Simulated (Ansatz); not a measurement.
Structure relaxation of GeS

Method: Ansatz 0.2.0, DFT r2SCAN, scalar-relativistic, plane waves, PAW. Cutoff 500 eV, Γ-centred k mesh, Gaussian smearing, no spin polarisation in the final step.

A relaxed cell is given with its space group left out.

```yaml
crystal:
  lattice:
    - [10.83200, 0.00000, 0.00000]
    - [0.00000, 3.59097, 0.00000]
    - [0.00000, 0.00000, 4.54640]
  atoms:
    - { symbol: Ge, position: [0.87165, 0.25000, 0.36430] }
    - { symbol: Ge, position: [0.12835, 0.75000, 0.63570] }
    - { symbol: Ge, position: [0.62835, 0.75000, 0.86430] }
    - { symbol: Ge, position: [0.37165, 0.25000, 0.13570] }
    - { symbol: S, position: [0.65531, 0.25000, 0.51292] }
    - { symbol: S, position: [0.34469, 0.75000, 0.48708] }
    - { symbol: S, position: [0.84469, 0.75000, 0.01292] }
    - { symbol: S, position: [0.15531, 0.25000, 0.98708] }
```

The zero of energy is the elements' standard structures at the same level; no fitted shifts are applied.

What space group does it have?

Pnma (No. 62). Conventional cell: a = 10.832 Å, b = 3.591 Å, c = 4.546 Å. Ge is coordinated by 3 S at 2.42–2.44 Å; S is coordinated by 3 Ge at 2.42–2.44 Å.

What is its formation energy per atom?

-0.258 eV/atom.

Is it a metal?

No, the gap on the 4×8×6 mesh is 1.36 eV.

The final run used a 4×8×6 mesh on its 8-atom cell and 0.02 eV smearing. No dispersion correction is applied, so the spacing between layers, chains or molecules is poorly fixed, and with it the volume and density.

Cost: 2 runs of about 5.5 core-minutes in all, on Intel Xeon Platinum 8375C (Ice Lake) (shared hosts).